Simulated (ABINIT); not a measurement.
Crystal: TiCo.

```
Co Ti
1.0
     2.98611    0.00000    0.00000
     0.00000    2.98611    0.00000
     0.00000    0.00000    2.98611
Co Ti
1 1
Cartesian
  1.4931 1.4931 1.4931
  0.0000 0.0000 0.0000
```

The cell comes from a database or a generator and needn't be the stable form of this composition.

Program: ABINIT 10.8.3 (patched build). Alike in all runs: spin collinear, ferromagnetic start; cell as given; smearing fermi-dirac 0.05 eV. Hardware: 1 thread of Arm Neoverse V2 (shared host).

Problem. Order these runs on this cell by their wall time, lowest first.
A. task single point; level LDA; potentials or basis JTH PAW LDA v2.0; k mesh 5 × 5 × 5; cutoff (eV) 544; fine-grid cutoff 1088.46 eV; mesh quality coarse
B. task single point; level PBEsol; potentials or basis JTH PAW PBE v2.0; k mesh 5 × 5 × 5; cutoff (eV) 707; fine-grid cutoff 1306.15 eV; mesh quality coarse
C. task band structure; level RPBE; potentials or basis JTH PAW PBE v2.0; k mesh 9 × 9 × 9; cutoff (eV) 707; fine-grid cutoff 1306.15 eV; mesh quality not flagged

Solution. A (18 s), B (48 s), C (130 s).

Caveats: some runs use coarse meshes; small starting moments can end in a higher magnetic state in this program.

Runs at the PBE level aren't shown here.
